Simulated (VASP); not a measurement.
# Te2Mo in VASP: single point with PBEsol

Aim: the single point of Te2Mo with PBEsol.

Program: VASP 6.6.1. These are calculated values, not measurements. Logs are shortened: lines on timing, memory, paths and dates and some standing lists are left out, and cuts for length are marked.

## (1) The structure

The cell holds a slab with vacuum, 3 atoms: a = 3.560 Å, b = 3.560 Å, c = 17.524 Å, α = 90.00°, β = 90.00°, γ = 60.00°.

## (2) Single point, PBEsol

Input file INCAR:

```
SYSTEM = Te2Mo
PREC = Accurate
ENCUT = 520
EDIFF = 1E-7
ISMEAR = 0
SIGMA = 0.05
LREAL = .False.
LASPH = .True.
NELM = 100
ALGO = Fast
ISIF = 2
LWAVE = .False.
LCHARG = .True.
GGA = PS
LELF = .True.
LVHAR = .True.
NBANDS = 20
```

Input file KPOINTS:

```
regular mesh
0
Gamma
  9 9 2
  0 0 0
```

Input file POSCAR:

```
Te2Mo
1.0
   -3.5602328140      0.0000000000      0.0000000000
   -1.7801164070     -3.0832520603      0.0000000000
    0.0000000000      0.0000000000     17.5240578200
Te Mo
2 1
Direct
    0.3333333333      0.3333333333      0.8978554500
    0.3333333333      0.3333333333      0.1021445500
    1.0000000000      1.0000000000      0.0000000000
```

Potentials or basis: VASP PAW PBE potentials, release 64 (Te, Mo_sv).

Started as:

```console
$ cat potpaw_PBE.64/Te/POTCAR potpaw_PBE.64/Mo_sv/POTCAR > POTCAR
$ mpirun -np 1 vasp_std > vasp.out
```

OUTCAR:

```text
SYSTEM = Te2Mo
   PREC = Accurate
   ENCUT = 520
   EDIFF = 1E-7
   ISMEAR = 0
   LREAL = .False.
   LASPH = .True.
   NELM = 100
   ISIF = 2
   GGA = PS

 ion  position               nearest neighbor table
   1  0.333  0.333  0.898-   3 2.73   3 2.73   3 2.73   2 3.58
   2  0.333  0.333  0.102-   3 2.73   3 2.73   3 2.73   1 3.58
   3  0.000  0.000  0.000-   1 2.73   2 2.73   1 2.73   2 2.73   1 2.73   2 2.73

  LATTYP: Found a hexagonal cell.
 ALAT       =     3.5602328140
 C/A-ratio  =     4.9221662559

  Lattice vectors:

 A1 = (   1.7801164070,   3.0832520603,   0.0000000000)
 A2 = (  -3.5602328140,   0.0000000000,   0.0000000000)
 A3 = (   0.0000000000,   0.0000000000,  17.5240578200)

Analysis of symmetry for initial positions (statically):
=====================================================================
 Subroutine PRICEL returns:
 Original cell was already a primitive cell.

 Routine SETGRP: Setting up the symmetry group for a
 hexagonal supercell.

 Subroutine GETGRP returns: Found 12 space group operations
 (whereof 12 operations were pure point group operations)
 out of a pool of 24 trial point group operations.

The static configuration has the point symmetry D_3h.

Analysis of symmetry for dynamics (positions and initial velocities):
=====================================================================
 Subroutine PRICEL returns:
 Original cell was already a primitive cell.

 Routine SETGRP: Setting up the symmetry group for a
 hexagonal supercell.

 Subroutine GETGRP returns: Found 12 space group operations
 (whereof 12 operations were pure point group operations)
 out of a pool of 24 trial point group operations.

The dynamic configuration has the point symmetry D_3h.

 Subroutine INISYM returns: Found 12 space group operations
 (whereof 12 operations are pure point group operations),
 and found     1 'primitive' translations

----------------------------------------------------------------------------------------

                                     Primitive cell

  volume of cell :     192.3633

  direct lattice vectors                    reciprocal lattice vectors
    -3.560232814  0.000000000  0.000000000    -0.280880508  0.162166437  0.000000000
    -1.780116407 -3.083252060  0.000000000     0.000000000 -0.324332873  0.000000000
     0.000000000  0.000000000 17.524057820     0.000000000  0.000000000  0.057064409

  length of vectors
     3.560232814  3.560232814 17.524057820     0.324332873  0.324332873  0.057064409

  position of ions in fractional coordinates (direct lattice)
     0.333333333  0.333333333  0.897855450
     0.333333333  0.333333333  0.102144550
     0.000000000  0.000000000  0.000000000

  ion indices of the primitive-cell ions
   primitive index   ion index
                 1           1
                 2           2
                 3           3

----------------------------------------------------------------------------------------

 KPOINTS: regular mesh

Automatic generation of k-mesh.
 Grid dimensions read from file:
 generate k-points for:    9    9    2

 Generating k-lattice:

  Cartesian coordinates                     Fractional coordinates (reciprocal lattice)
    -0.031208945  0.018018493  0.000000000     0.111111111  0.000000000  0.000000000
     0.000000000 -0.036036986  0.000000000     0.000000000  0.111111111  0.000000000
     0.000000000  0.000000000  0.028532204     0.000000000  0.000000000  0.500000000

  Length of vectors
     0.036036986  0.036036986  0.028532204

  Shift w.r.t. Gamma in fractional coordinates (k-lattice)
     0.000000000  0.000000000  0.000000000

 Subroutine IBZKPT returns following result:
 ===========================================

 Found     24 irreducible k-points:

 Following reciprocal coordinates:
            Coordinates               Weight
  0.000000  0.000000  0.000000      1.000000
  0.111111  0.000000  0.000000      6.000000
  0.222222 -0.000000  0.000000      6.000000
  0.333333  0.000000  0.000000      6.000000
  0.444444 -0.000000  0.000000      6.000000
  0.222222  0.111111  0.000000      6.000000
[... 16 lines left out ...]
 -0.444444  0.222222  0.500000     12.000000
 -0.333333  0.333333  0.500000      2.000000
   k-points           NKPTS =     24   k-points in BZ     NKDIM =     24   number of bands    NBANDS=     20
   number of dos      NEDOS =    301   number of ions     NIONS =      3
   total plane-waves  NPLWV = 109760
   dimension x,y,z NGX =    28 NGY =   28 NGZ =  140
   dimension x,y,z NGXF=    56 NGYF=   56 NGZF=  280
   ions per type =               2   1
   NGX,Y,Z   is equivalent  to a cutoff of  13.07, 13.07, 13.28 a.u.
   NGXF,Y,Z  is equivalent  to a cutoff of  26.15, 26.15, 26.56 a.u.
 SYSTEM =  Te2Mo
   PREC   = accura    normal or accurate (medium, high low for compatibility)
   ISTART =      0    job   : 0-new  1-cont  2-samecut
   ICHARG =      2    charge: 1-file 2-atom 10-const
   ISPIN  =      1    spin polarized calculation?
   LNONCOLLINEAR =      F non collinear calculations
   LSORBIT =      F    spin-orbit coupling
   LASPH  =      T    aspherical Exc in radial PAW
   ENCUT  =  520.0 eV  38.22 Ry    6.18 a.u.   6.62  6.62 32.58*2*pi/ulx,y,z
   NELM   =    100;   NELMIN=  2; NELMDL= -5     # of ELM steps
   EDIFF  = 0.1E-06   stopping-criterion for ELM
   LREAL  =      F    real-space projection
   EDIFFG = 0.1E-05   stopping-criterion for IOM
   NSW    =      0    number of steps for IOM
   IBRION =     -1    ionic relax: 0-MD 1-quasi-New 2-CG
   NFREE  =      0    steps in history (QN), initial steepest desc. (CG)
   ISIF   =      2    stress and relaxation
   ISYM   =      2    0-nonsym 1-usesym 2-fastsym
   POTIM  = 0.5000    time-step for ionic-motion
   TEBEG  =    0.0;   TEEND  =   0.0 temperature during run
   PSTRESS=    0.0 pullay stress
   NELECT =      26.0000    total number of electrons
   NUPDOWN=      -1.0000    fix difference up-down
   EMIN   =  10.00;   EMAX   =-10.00  energy-range for DOS
   EFERMI =   0.00;   METHOD = LEGACY
   ISMEAR =     0;   SIGMA  =   0.05  broadening in eV -4-tet -1-fermi 0-gaus
   EFERMI_NEDOS =   21; number of points for ismear=-14 and -15
   IALGO  =     68    algorithm
   IMIX   =      4    mixing-type and parameters
     AMIX     =   0.40;   BMIX     =  1.00
     AMIX_MAG =   1.60;   BMIX_MAG =  1.00
  volume/ion in A,a.u.               =      64.12       432.71
  Fermi-wavevector in a.u.,A,eV,Ry     =   0.840153  1.587660  9.603777  0.705858
  Thomas-Fermi vector in A             =   1.954489
   LORBIT       =      0    0 simple, 1 ext, 2 COOP (PROOUT), +10 PAW based schemes
   GGA     = PS    functional components
   LHFCALC =     F    Hartree Fock is set to
   AEXX    =    0.0000 exact exchange contribution
   IVDW    =     0    specifies the selected vdW correction
   LEPSILON=     F    determine dielectric tensor
   LRPA    =     F    only Hartree local field effects (RPA)
 non-spin polarized calculation
 RMM-DIIS sequential band-by-band and
 Gauss-broadening in eV      SIGMA  =   0.05
  energy-cutoff  :      520.00
  volume of cell :      192.36
 maximum number of plane-waves:      5262
   NGX = 13   NGY = 13   NGZ = 65

 number of electron      26.0000000 magnetization

 Free energy of the ion-electron system (eV)
  ---------------------------------------------------
  ext. energy  EPLUGINS =         0.00000000
  ---------------------------------------------------
  free energy    TOTEN  =       -19.58590190 eV

  energy without entropy =      -19.58590190  energy(sigma->0) =      -19.58590190

 E-fermi :   0.3548     XC(G=0):  -4.7475

 val. band max:        0.0013570428   @ k =  -0.3333   0.3333   0.5000
 cond. band min:       1.0488031783   @ k =  -0.3333   0.3333   0.0000
 fundamental gap:      1.0474461355
 Fermi energy:         0.3548104074

 k-point     1 :       0.0000    0.0000    0.0000
  band No.  band energies     occupation
      1     -60.5725      2.00000
      2     -34.7453      2.00000
      3     -34.6456      2.00000
      4     -34.6456      2.00000
      5     -12.5488      2.00000
      6     -11.5614      2.00000
[... 12 lines left out ...]
     19       4.8207      0.00000
     20       5.5841      0.00000

 k-point     2 :       0.1111    0.0000    0.0000
  band No.  band energies     occupation
      1     -60.5715      2.00000
      2     -34.7423      2.00000
      3     -34.6593      2.00000
      4     -34.6488      2.00000
      5     -12.3837      2.00000
      6     -11.4488      2.00000
[... 12 lines left out ...]
     19       5.0230      0.00000
     20       5.9159      0.00000

 k-point     3 :       0.2222   -0.0000    0.0000
  band No.  band energies     occupation
      1     -60.5690      2.00000
      2     -34.7346      2.00000
      3     -34.6937      2.00000
      4     -34.6568      2.00000
      5     -11.9190      2.00000
      6     -11.1332      2.00000
[... 12 lines left out ...]
     19       5.5851      0.00000
     20       6.3642      0.00000

 k-point     4 :       0.3333    0.0000    0.0000
  band No.  band energies     occupation
      1     -60.5662      2.00000
      2     -34.7326      2.00000
      3     -34.7259      2.00000
      4     -34.6659      2.00000
      5     -11.2691      2.00000
      6     -10.7011      2.00000
[... 12 lines left out ...]
     19       5.8986      0.00000
     20       6.1642      0.00000

 k-point     5 :       0.4444   -0.0000    0.0000
  band No.  band energies     occupation
      1     -60.5644      2.00000
      2     -34.7578      2.00000
      3     -34.7202      2.00000
      4     -34.6719      2.00000
      5     -10.7193      2.00000
      6     -10.3524      2.00000
[... 12 lines left out ...]
     19       5.9603      0.00000
     20       6.4609      0.00000

 k-point     6 :       0.2222    0.1111    0.0000
  band No.  band energies     occupation
      1     -60.5698      2.00000
      2     -34.7369      2.00000
      3     -34.6822      2.00000
      4     -34.6556      2.00000
      5     -12.0682      2.00000
      6     -11.2340      2.00000
[... 12 lines left out ...]
     19       5.4131      0.00000
     20       6.2930      0.00000

 k-point     7 :       0.3333    0.1111    0.0000
  band No.  band energies     occupation
      1     -60.5671      2.00000
      2     -34.7288      2.00000
      3     -34.7160      2.00000
      4     -34.6669      2.00000
      5     -11.5046      2.00000
      6     -10.8543      2.00000
[... 12 lines left out ...]
     19       6.1052      0.00000
     20       6.7637      0.00000
[... 277 lines left out ...]
 k-point    20 :       0.4444    0.1111    0.5000
  band No.  band energies     occupation
      1     -60.5648      2.00000
      2     -34.7454      2.00000
      3     -34.7216      2.00000
      4     -34.6770      2.00000
      5     -10.8775      2.00000
      6     -10.4444      2.00000
[... 12 lines left out ...]
     19       6.5412      0.00000
     20       6.5912      0.00000

 k-point    21 :      -0.4444    0.1111    0.5000
  band No.  band energies     occupation
      1     -60.5639      2.00000
      2     -34.7570      2.00000
      3     -34.7187      2.00000
      4     -34.6811      2.00000
      5     -10.5707      2.00000
      6     -10.2525      2.00000
[... 12 lines left out ...]
     19       6.8057      0.00000
     20       7.2130      0.00000

 k-point    22 :       0.4444    0.2222    0.5000
  band No.  band energies     occupation
      1     -60.5650      2.00000
      2     -34.7350      2.00000
      3     -34.7221      2.00000
      4     -34.6846      2.00000
      5     -10.9447      2.00000
      6     -10.4815      2.00000
[... 12 lines left out ...]
     19       6.5200      0.00000
     20       6.6532      0.00000

 k-point    23 :      -0.4444    0.2222    0.5000
  band No.  band energies     occupation
      1     -60.5636      2.00000
      2     -34.7443      2.00000
      3     -34.7177      2.00000
      4     -34.6993      2.00000
      5     -10.4988      2.00000
      6     -10.1909      2.00000
[... 12 lines left out ...]
     19       6.3079      0.00000
     20       7.0735      0.00000

 k-point    24 :      -0.3333    0.3333    0.5000
  band No.  band energies     occupation
      1     -60.5631      2.00000
      2     -34.7340      2.00000
      3     -34.7180      2.00000
      4     -34.7162      2.00000
      5     -10.3402      2.00000
      6     -10.0817      2.00000
[... 12 lines left out ...]
     19       5.1772      0.00000
     20       7.3904      0.00000

------------------------ aborting loop because EDIFF is reached ----------------------------------------

  FORCE on cell =-STRESS in cart. coord.  units (eV):
  Direction    XX          YY          ZZ          XY          YZ          ZX
  --------------------------------------------------------------------------------------
  -------------------------------------------------------------------------------------
  Total       -1.5809142     -1.5809142     -0.5332312      0.0000000      0.0000000      0.0000000
  in kB      -13.1673013    -13.1673013     -4.4412375      0.0000000      0.0000000      0.0000000
  external PRESSURE =     -10.2586134 kB  Pullay stress =       0.0000000 kB

 VOLUME and BASIS-vectors are now :
 -----------------------------------------------------------------------------
  energy-cutoff  :      520.00
  volume of cell :      192.36
      direct lattice vectors                 reciprocal lattice vectors
    -3.560232814  0.000000000  0.000000000    -0.280880508  0.162166437  0.000000000
    -1.780116407 -3.083252060  0.000000000     0.000000000 -0.324332873  0.000000000
     0.000000000  0.000000000 17.524057820     0.000000000  0.000000000  0.057064409

 POSITION                                       TOTAL-FORCE (eV/Angst)
 -----------------------------------------------------------------------------------
     -1.78012     -1.02775     15.73407        -0.000000     -0.000000      0.145805
     -1.78012     -1.02775      1.78999        -0.000000     -0.000000     -0.145805
      0.00000      0.00000      0.00000         0.000000      0.000000     -0.000000
 -----------------------------------------------------------------------------------
    total drift:                               -0.000000     -0.000000      0.000000

  FREE ENERGIE OF THE ION-ELECTRON SYSTEM (eV)
  ---------------------------------------------------
  free  energy   TOTEN  =       -19.5859019012 eV

  energy  without entropy=      -19.5859019012  energy(sigma->0) =      -19.58590190
```

Wall time 2.6 min (1 thread of Intel Xeon Platinum 8488C (Sapphire Rapids), shared host); peak memory 0.36 GiB.

Results:

- Free energy: -19.5859 eV
- Largest force: 0.146 eV/Å
- Band gap on the k mesh: 1.05 eV, direct

Forces on the atoms (eV/Å):
```
Te   0.000  0.000  0.146
Te   0.000  0.000 -0.146
Mo   0.000  0.000  0.000
```

Caveat: the PAW data sets were made with another functional, which shifts forces and pressure a little; spin-orbit coupling is left out, which moves the levels of the heavy elements.
